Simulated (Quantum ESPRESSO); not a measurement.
The system is FeSi2 (Linzhiite).

```
CELL_PARAMETERS angstrom
2.68400 0.00000 0.00000
0.00000 2.68400 0.00000
0.00000 0.00000 5.12800
ATOMIC_POSITIONS crystal
Fe 0.00000 0.00000 0.00000
Si 0.50000 0.50000 0.73000
Si 0.50000 0.50000 0.27000
```

Program: Quantum ESPRESSO 7.5. Alike in all runs: task projected density of states; level PBEsol+U; potentials or basis GBRV 1.5 PBEsol; spin collinear, ferromagnetic start; cell as given; k mesh 8 × 8 × 4; cutoff (eV) 762; smearing fermi-dirac 0.05 eV.

Q: Order these runs on this cell by their pressure, lowest first.
A. U Fe d U = 8 eV
B. U Fe d U = 5 eV
C. U Fe d U = 1 eV
D. U Fe d U = 6 eV
E. U Fe d U = 4 eV

A: C (-2.1 GPa), E (9.4 GPa), B (14.6 GPa), D (18.5 GPa), A (27.7 GPa).

Caveats: the U is typed as a test and isn't derived for this compound; forces of over 1 eV/Å show positions far from the minimum, so gaps and moduli don't describe the material at rest (some runs).

Not every run made on this cell is shown here.
